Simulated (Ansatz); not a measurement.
Co (fcc): energy against volume

All numbers below come from Ansatz 0.2.0, DFT, RPBE, plane waves (420 eV) with PAW, scalar-relativistic. (PAW data from PBE, frozen cores regenerated.)

The cell is scaled uniformly from the relaxed one, with fractional coordinates and shape fixed. Energies are extrapolated to zero smearing, pressures are those at the given smearing. Magnetic state: ferromagnetic.

A Birch-Murnaghan fit gives V₀ = 11.23 Å³/atom, B₀ = 195 GPa, B₀′ = 5.0.

Q: What are the energy above the minimum and the pressure at 10.772 Å³/atom?

A: 12.0 meV/atom and 9.12 GPa as computed.

Q: What are the energy above the minimum and the pressure at 11.669 Å³/atom?

A: 9.9 meV/atom and -6.83 GPa as computed.

Q: What are the energy above the minimum and the pressure at 12.118 Å³/atom?

A: 37.2 meV/atom and -12.23 GPa as computed.
